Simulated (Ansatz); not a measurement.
LiF: the change of pressure with volume scale

All results are calculated (Ansatz 0.2.0). Periodic Kohn-Sham DFT of a crystal at fixed atoms, scaled to volume_scale times the given cell; pressure positive in compression, energy less spherical unpolarised free atoms, largest_vzz the field gradient of largest size among the nuclei.

The cell before it is scaled or strained (space group Fm-3m, No. 225):
```
CELL_PARAMETERS angstrom
0.00000 2.01400 2.01400
2.01400 0.00000 2.01400
2.01400 2.01400 0.00000
ATOMIC_POSITIONS crystal
Li 0.00000 0.00000 0.00000
F 0.50000 0.50000 0.50000
```

Settings of every row: method all-electron PAW; functional LDA; relativity scalar; k mesh 10x10x10; filling fermi-dirac; smearing width 0.03 eV; nucleus gaussian.

Atom start moment: 0 on all atoms.

```csv
row,volume scale,V (Å³/atom),pressure (GPa)
1,0.94,7.679,-2.222
2,0.95,7.761,-3.025
3,0.96,7.842,-3.773
4,0.98,8.006,-5.155
5,0.99,8.087,-5.789
6,1,8.169,?
7,1.01,8.251,-6.951
8,1.02,8.333,-7.485
9,1.04,8.496,-8.462
10,1.05,8.578,-8.912
11,1.06,8.659,-9.341
```

Question: what pressure should row 6 give?

Worked fit of pressure. Take u = (V_r/V)^(2/3) − 1 with V_r = 8.169 Å³ an atom, which is twice the finite (Eulerian) strain; such expansions in the strain, on which the Birch-Murnaghan equation of state is built, carry the rest volume and the bulk modulus. The shown rows have u = 0.0421, 0.03475, 0.02761, 0.01353, 0.00675, -0.00664, -0.01316, -0.02583, -0.03204, -0.03809. Least squares give pressure = −6.3847 + 86.957 × u + 264.06 × u² + 456 × u³ GPa; a parabola predicts inner rows, each left out in turn, worse (root mean square 0.0061 against 0.003 GPa). The rows lie off it by 0.000, 0.000, 0.000, 0.004, -0.003, 0.000, -0.001, 0.000, 0.003, -0.002. The withheld row has u = 0, so the fit gives −6.3847 + 86.957 × (0) + 264.06 × (0)² + 456 × (0)³ = -6.385 GPa.

The calculation gave -6.387 GPa. The fit lies 0.002 GPa (0.028 % of the column's range) above it; its largest miss of a shown row is 0.004 GPa.
